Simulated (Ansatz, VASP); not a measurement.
# Two plane-wave programs on Ir

```
Ir
1.0
     2.69521    0.00000    0.00000
    -1.34761    2.33412    0.00000
     0.00000    0.00000    4.37120
Ir
2
Direct
  0.33333 0.66667 0.25000
  0.66667 0.33333 0.75000
```

Change from the starting cell: volume scaled by 0.94.

Alike in both runs: task single point; functional PBE; k mesh 11 × 11 × 6; occupations fermi-dirac, width 0.05 eV; no spin polarisation.

```csv
,VASP,Ansatz
version,VASP 6.6.1,Ansatz 0.2.0
potentials or method,"VASP PAW PBE potentials, release 64 (Ir)",Ansatz PAW
plane-wave cutoff (eV),520,420
valence electrons in the cell,18,34
```

```csv
,VASP,Ansatz,Ansatz less VASP
gap on the k mesh at the Fermi level (eV),none,none,-
pressure (GPa),23.9,23.2,-0.79
largest component of the traceless stress (GPa),0.17,0.13,-0.041
```

A gap of «none» marks a metal or a gap that the smearing closes. The two sets of potentials don't hold the same shells in valence.

The runs have no spin-orbit coupling, so splittings on Ir are missing.
